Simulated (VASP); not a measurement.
**CaSe (zincblende), GW calculation on PBE orbitals: Ansatz's output and VASP's**

```yaml
crystal:
  lattice:
    - [0.00000, 3.27956, 3.27956]
    - [3.27956, 0.00000, 3.27956]
    - [3.27956, 3.27956, 0.00000]
  atoms:
    - { symbol: Ca, position: [0.00000, 0.00000, 0.00000] }
    - { symbol: Se, position: [0.25000, 0.25000, 0.25000] }
```

Ansatz printed

```
SCF 1 converged in 6 iterations: F = -7289.483240 eV  dr2 = 3.04e-9
  greatest PAW one-centre occupation: 1.000 electrons in one spin orbital (limit 2), on the Se atom at site 1 (counted from 0), in its partial waves of l = 2
NSCF: frozen V_eff on 8 k-points
G₀W₀ screening: q 1/8
G₀W₀ screening: q 2/8 (q-point 5)
G₀W₀ screening: q 3/8 (q-point 6)
G₀W₀ screening: q 4/8 (q-point 2)
G₀W₀ screening: q 5/8 (q-point 4)
G₀W₀ screening: q 6/8 (q-point 8)
G₀W₀ screening: q 7/8 (q-point 3)
G₀W₀ screening: q 8/8 (q-point 7)
G₀W₀ self-energy: k 1/8
G₀W₀ self-energy: k 2/8
G₀W₀ self-energy: k 3/8
G₀W₀ self-energy: k 4/8
G₀W₀ self-energy: k 5/8
G₀W₀ self-energy: k 6/8
G₀W₀ self-energy: k 7/8
G₀W₀ self-energy: k 8/8
NSCF: frozen V_eff on 1 k-points
SCF converged after 6 iterations
Free energy (F): -7289.483240 eV
Harris-Foulkes:  -7289.483240 eV  (|F-HF|=2.60e-9)
Internal energy: -7289.483240 eV  (E = F + TS)
E sigma→0 (E₀):  -7289.483240 eV
Fermi energy:    3.100527 eV
--- Per-component energies (eV) ---
  E_band       = -588.394656
  E_kinetic    = 397.766060
  E_local      = -3800.528241  (includes V_loc(G=0)·N_el)
  E_nonlocal   = -533.122242
  E_hartree    = 1731.294673
  E_xc         = -242.528326
  E_vxc        = -270.719400  (∫ρ·V_xc dr)
  E_paw        = -2769.031789  (= ΣΔE_a)
  E_vpaw       = 155.620912  (= ΣTr[D̂ρ^β])
  E_aug_tail   = -0.000602  (compensation charges beyond the density's cutoff)
  E_ewald      = -2073.332773
  E_smearing   = -0.000000  (= −TS)
  E_closure    = -0.000000  (closes the sum)
  Σ components = -7289.483240   (vs F -7289.483240, Δ=0.00e0)
--- Band table (eV; the first three rows and the last of 8) ---
  k-point 0: bands = ["-41.6545", "-41.6545", "-41.6545", "-41.6514", "-41.6514", "-35.9742", "-16.9893", "-16.9893", "-16.9893", "-7.2327", "3.0039", "3.0039", "3.0039", "6.3038", "8.4773", "8.4773", "10.4906"]
  k-point 1: bands = ["-41.6546", "-41.6545", "-41.6545", "-41.6514", "-41.6514", "-35.9732", "-17.0118", "-16.9920", "-16.9920", "-7.1049", "2.3084", "3.0486", "3.0486", "7.6847", "8.3286", "8.3286", "9.5960"]
  k-point 2: bands = ["-41.6546", "-41.6545", "-41.6545", "-41.6514", "-41.6514", "-35.9723", "-17.0341", "-16.9948", "-16.9948", "-6.9752", "1.8829", "3.0834", "3.0834", "8.1880", "8.5946", "8.5946", "8.9375"]
  k-point 7: bands = ["-41.6547", "-41.6545", "-41.6545", "-41.6514", "-41.6514", "-35.9716", "-17.0308", "-17.0086", "-17.0027", "-6.8923", "2.3882", "2.4043", "2.9986", "6.8734", "8.0859", "8.9934", "9.3200"]
--- G₀W₀: contour deformation, 6 samples at zero and on the imaginary axis and 2 off it, 64 q-points, 294 empty bands' worth ---
  eigenvalues of the whole cell's RPA ε∞ on this k-mesh (on a slab, of 1 + 4πα/V) = 3.5722, 3.5722, 3.5722; static W/v taken at q = 0 is 0.279943
  bands read: the sum over 307 bands ends inside a degenerate multiplet in 1 slot, whose members it reads at an even weight; the widest, k=2: bands 307 to 308 (counted from 1) at 1/2 each
  gw.qp_kpoints: band_edges: 8 of 8 stored k-points solved, in 1 pass; an edge of the gap read off the rows below is read off those points alone
    ik  band        ε_KS         Σx   Σc(E_QP)       V_xc       Z   E_QP_lin       E_QP  E_QP is
     0    12      3.0039   -16.6903     1.7211   -13.8168  0.7580     1.8242     1.8515  root
     0    13      3.0039   -16.6903     1.7211   -13.8168  0.7580     1.8242     1.8515  root
     0    14      6.3038    -4.6184    -3.2454    -8.0313  0.8146     6.4716     6.4712  root
     0    15      8.4773    -7.1117    -5.2266   -13.8930  0.7561    10.0954    10.0320  root
     1    12      3.0486   -16.7707     1.7355   -13.8659  0.7587     1.8513     1.8792  root
     1    13      3.0486   -16.7707     1.7355   -13.8659  0.7587     1.8513     1.8792  root
     1    14      7.6847    -5.4808    -3.4630    -9.2306  0.8013     7.9727     7.9714  root
     1    15      8.3286    -6.8103    -5.0060   -13.2579  0.7620     9.8210     9.7701  root
     2    12      3.0834   -16.8156     1.7474   -13.8845  0.7593     1.8713     1.8998  root
     2    13      3.0834   -16.8156     1.7474   -13.8845  0.7593     1.8713     1.8998  root
     2    14      8.1880    -5.9190    -4.3267   -11.1608  0.7766     9.1206     9.1030  root
     2    15      8.5946    -6.9483    -5.0523   -13.4134  0.7582    10.0586    10.0073  root
     3    12      3.0244   -16.7712     1.7917   -13.7728  0.7588     1.7874     1.8177  root
     3    13      3.0244   -16.7712     1.7917   -13.7728  0.7588     1.7874     1.8177  root
     3    14      7.3692    -5.3663    -4.0267   -10.2240  0.7879     8.2125     8.2002  root
     3    15      8.3912    -6.1669    -3.8510   -10.6168  0.7878     8.9967     8.9901  root
     4    12      2.7777   -16.3739     1.8923   -13.2180  0.7571     1.4784     1.5140  root
     4    13      3.0715   -16.8567     1.8094   -13.8210  0.7595     1.8142     1.8452  root
     4    14      7.2217    -5.2003    -3.9864    -9.9800  0.7878     8.0263     8.0150  root
     4    15      8.2403    -6.7284    -4.5358   -12.4371  0.7722     9.4425     9.4130  root
     5    12      2.6904   -16.2842     1.9072   -13.1198  0.7557     1.3972     1.4333  root
     5    13      3.1005   -16.8733     1.7525   -13.9307  0.7594     1.8818     1.9105  root
     5    14      7.8258    -6.0185    -4.1973   -11.1017  0.7780     8.7276     8.7117  root
     5    15      8.1434    -6.6341    -4.8514   -12.8627  0.7667     9.5645     9.5206  root
     6    12      3.0624   -16.9064     1.8718   -13.7676  0.7597     1.7619     1.7954  root
     6    13      3.0624   -16.9064     1.8718   -13.7676  0.7597     1.7619     1.7954  root
     6    14      6.6465    -4.2152    -3.6184    -8.3680  0.7994     7.1853     7.1809  root
     6    15      8.0846    -6.3276    -4.3674   -11.7487  0.7789     9.1598     9.1381  root
     7    12      2.4043   -16.0594     1.9918   -12.7659  0.7517     1.0611     1.1026  root
...
```

The two codes use different PAW datasets and cutoffs. VASP's cell holds 16 valence electrons and Ansatz's 26. Both sum 294 empty bands with a screening cutoff of 150 eV, short of the basis and mesh limit, and the G₀W₀ gap is that of the linearised levels of the first step.

Problem. What does VASP give for the same cell and level of theory?

Solution. PBE gap on the mesh 3.20 eV; G₀W₀ gap on the mesh 4.62 eV.

From OUTCAR

```
k-points           NKPTS =      8   k-points in BZ     NKDIM =     64   number of bands    NBANDS=    302

   NELECT =      16.0000    total number of electrons

   dimension x,y,z NGX =    32 NGY =   32 NGZ =   32
   dimension x,y,z NGXF=    64 NGYF=   64 NGZF=   64

  energy-cutoff  :      450.00
  volume of cell :       70.55
      direct lattice vectors                 reciprocal lattice vectors
     0.000000000  3.279561367  3.279561367    -0.152459413  0.152459413  0.152459413
     3.279561367  0.000000000  3.279561367     0.152459413 -0.152459413  0.152459413
     3.279561367  3.279561367  0.000000000     0.152459413  0.152459413 -0.152459413

 k-points in reciprocal lattice and weights: KPOINTS created by Atomic Simulation Env
   0.00000000  0.00000000  0.00000000       0.016
   0.25000000  0.00000000  0.00000000       0.125
   0.50000000  0.00000000  0.00000000       0.062
   0.25000000  0.25000000  0.00000000       0.094
   0.50000000  0.25000000  0.00000000       0.375
  -0.25000000  0.25000000  0.00000000       0.188
   0.50000000  0.50000000  0.00000000       0.047
  -0.25000000  0.50000000  0.25000000       0.094

 QP shifts <psi_nk| G(iteration)W_0 |psi_nk>: iteration 1
 for sc-GW calculations column KS-energies equals QP-energies in previous step
 and V_xc(KS)=  KS-energies - (<T + V_ion + V_H > + <T+V_H+V_ion>^1  + <V_x>^1)

 k-point   1 :       0.0000    0.0000    0.0000
  band No.  KS-energies  QP-energies   sigma(KS)   V_xc(KS)     V^pw_x(r,r')   Z            occupation Imag(sigma)

      1     -38.4768     -39.6836     -22.8696     -20.7364     -34.4541       0.5657       2.0000       0.9152
      2     -19.4892     -21.4647     -22.7575     -19.9176     -27.8334       0.6956       2.0000       0.3333
      3     -19.4892     -21.4647     -22.7575     -19.9176     -27.8334       0.6956       2.0000       0.3333
      4     -19.4892     -21.4647     -22.7575     -19.9176     -27.8334       0.6956       2.0000       0.3333
      5      -9.7308     -10.7503     -14.1587     -12.6251     -19.8190       0.6648       2.0000       1.2243
      6       0.5011      -0.6410     -13.1595     -11.6299     -14.4952       0.7467       2.0000       0.1384
      7       0.5011      -0.6410     -13.1595     -11.6299     -14.4952       0.7467       2.0000       0.1384
      8       0.5011      -0.6410     -13.1595     -11.6299     -14.4952       0.7467       2.0000       0.1384
      9       3.7982       4.0165      -6.4821      -6.7532      -3.3505       0.8050       0.0000      -0.1204
     10       5.9737       7.6195     -10.6280     -12.8465      -6.0638       0.7418       0.0000      -0.2124
     11       5.9737       7.6195     -10.6280     -12.8465      -6.0638       0.7418       0.0000      -0.2124
     12       7.9879       9.6679     -11.7974     -14.1323      -6.9211       0.7195       0.0000      -0.3090
     13       7.9879       9.6679     -11.7974     -14.1323      -6.9211       0.7195       0.0000      -0.3090
     14       7.9879       9.6679     -11.7974     -14.1323      -6.9211       0.7195       0.0000      -0.3090
     15       9.6778      10.2098      -7.9619      -8.6589      -3.7861       0.7634       0.0000      -0.3073
     16       9.6778      10.2098      -7.9619      -8.6589      -3.7861       0.7634       0.0000      -0.3073

 ...

 QP shifts <psi_nk| G(iteration)W_0 |psi_nk>: iteration 2

 k-point   1 :       0.0000    0.0000    0.0000
  band No. old QP-enery  QP-energies   sigma(KS)   T+V_ion+V_H  V^pw_x(r,r')   Z            occupation Imag(sigma)

      1     -39.6836     -40.3404     -23.0459     -17.7404     -34.4541       0.5956       2.0000       0.8626
      2     -21.4647     -21.9880     -22.6728       0.4284     -27.8334       0.6712       2.0000       0.3355
      3     -21.4647     -21.9880     -22.6728       0.4284     -27.8334       0.6712       2.0000       0.3355
      4     -21.4647     -21.9880     -22.6728       0.4284     -27.8334       0.6712       2.0000       0.3355
      5     -10.7503     -11.0883     -14.1570       2.8943     -19.8190       0.6597       2.0000       1.1852
      6      -0.6410      -0.8724     -13.0779      12.1310     -14.4952       0.7564       2.0000       0.1401
      7      -0.6410      -0.8724     -13.0779      12.1310     -14.4952       0.7564       2.0000       0.1401
      8      -0.6410      -0.8724     -13.0779      12.1310     -14.4952       0.7564       2.0000       0.1401
      9       4.0165       4.0735      -6.4648      10.5514      -3.3505       0.8127       0.0000      -0.1175
     10       7.6195       7.9251     -10.7873      18.8202      -6.0638       0.7391       0.0000      -0.2237
     11       7.6195       7.9251     -10.7873      18.8202      -6.0638       0.7391       0.0000      -0.2237
     12       9.6679       9.9919     -12.0010      22.1202      -6.9211       0.7178       0.0000      -0.3418
     13       9.6679       9.9919     -12.0010      22.1202      -6.9211       0.7178       0.0000      -0.3418
     14       9.6679       9.9919     -12.0010      22.1202      -6.9211       0.7178       0.0000      -0.3418
     15      10.2098      10.3575      -7.9349      18.3366      -3.7861       0.7691       0.0000      -0.2571
     16      10.2098      10.3575      -7.9349      18.3366      -3.7861       0.7691       0.0000      -0.2571

 ...

 QP shifts <psi_nk| G(iteration)W_0 |psi_nk>: iteration 3

 k-point   1 :       0.0000    0.0000    0.0000
  band No. old QP-enery  QP-energies   sigma(KS)   T+V_ion+V_H  V^pw_x(r,r')   Z            occupation Imag(sigma)

      1     -40.3404     -40.5805     -23.0149     -17.7404     -34.4541       0.5787       2.0000       0.8791
      2     -21.9880     -22.1649     -22.6711       0.4284     -27.8334       0.6946       2.0000       0.3340
      3     -21.9880     -22.1649     -22.6711       0.4284     -27.8334       0.6946       2.0000       0.3340
      4     -21.9880     -22.1649     -22.6711       0.4284     -27.8334       0.6946       2.0000       0.3340
      5     -11.0883     -11.1889     -14.1337       2.8943     -19.8190       0.6661       2.0000       1.2031
      6      -0.8724      -0.9169     -13.0622      12.1310     -14.4952       0.7571       2.0000       0.1413
      7      -0.8724      -0.9169     -13.0622      12.1310     -14.4952       0.7571       2.0000       0.1413
      8      -0.8724      -0.9169     -13.0622      12.1310     -14.4952       0.7571       2.0000       0.1413
      9       4.0735       4.0857      -6.4629      10.5514      -3.3505       0.8136       0.0000      -0.1171
     10       7.9251       7.9856     -10.8134      18.8202      -6.0638       0.7397       0.0000      -0.2295
     11       7.9251       7.9856     -10.8134      18.8202      -6.0638       0.7397       0.0000      -0.2295
     12       9.9919      10.0566     -12.0381      22.1202      -6.9211       0.7175       0.0000      -0.3537
     13       9.9919      10.0566     -12.0381      22.1202      -6.9211       0.7175       0.0000      -0.3537
     14       9.9919      10.0566     -12.0381      22.1202      -6.9211       0.7175       0.0000      -0.3537
     15      10.3575      10.3890      -7.9382      18.3366      -3.7861       0.7692       0.0000      -0.2535
     16      10.3575      10.3890      -7.9382      18.3366      -3.7861       0.7692       0.0000      -0.2535

 ...
```
